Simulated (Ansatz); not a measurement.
## NaF, element substitutions

The parent structure is NaF in the rock salt structure (space group Fm-3m, No. 225; a = 4.6293 Å).

Each row replaces one element on all its sites; cell and atoms are relaxed.

Method: Ansatz (a quantum-chemistry and plane-wave program) PBEsol, no SOC.

| variant | band gap | lattice parameter a | electron mass |
|---|---|---|---|
| base | 6.20 eV | 4.629 Å | 0.56 mₑ (at Γ) |
| Na → Li | 9.05 eV | 4.008 Å | 0.88 mₑ (at Γ) |
| F → Cl | 5.01 eV | 5.602 Å | 0.39 mₑ (at Γ) |
| F → I | ___ | ___ | ___ |
| Na → H | 3.12 eV | 3.439 Å | 0.25 mₑ (at Γ) |

Some entries are withheld; estimate them.


- F → I, band gap: 3.60 eV
- F → I, lattice parameter a: 6.402 Å
- F → I, electron mass: 0.26 mₑ (at Γ)

With I present, leaving out spin-orbit coupling can change the band edges. Masses are band curvatures over ±0.01 Å⁻¹ around the edge. Whether these cells are dynamically stable was not tested. As relaxed here, HF is a hypothetical phase, not in the database extracts checked.
